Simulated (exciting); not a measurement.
Sb:

```
Sb
1.0
     3.16000    0.00000    0.00000
     0.00000    3.16000    0.00000
     0.00000    0.00000    3.16000
Sb
1
Direct
  0.00000 0.00000 0.00000
```

This isn't the form of Sb at room conditions, which is rhombohedral.

```yaml
Program: exciting (release sodium)
Task: single point
Functional: PBEsol
Potentials_or_basis: all-electron LAPW+lo, shipped species files, valence relativity iora*
rgkmax: 9
k_mesh: 8 × 8 × 8
Occupations: fermi-dirac, width 0.05 eV
Spin: no spin polarisation
gmaxvr_cutoff_of_density_and_potential: 14 1/bohr
lmaxapw_and_lmaxmat: 10
lmaxvr: 8
nempty: 8
Valence_relativity: iora*
epsengy: 1e-05 Ha
epspot: 1e-05 Ha
maxscl: 60
Muffin-tin_radii: Sb 2.3 bohr
```

On this cell: band gap on the k mesh none (metal or under the smearing width).

The same run follows on a disturbed copy (cell strained at random at fixed volume):

```xyz
1
Lattice="3.1831 -0.0092 -0.0793 -0.0092 3.1372 -0.0565 -0.0793 -0.0565 3.1629" Properties=species:S:1:pos:R:3 pbc="T T T"
Sb    0.0128    0.0108   -0.0692
```

**Question.** What does the disturbed cell give?

**Answer.** The energy (extrapolated to zero smearing) moves by +1.5 meV/atom; band gap on the k mesh none (metal or under the smearing width).

Caveats: the free energy is that total less TS from the occupations.
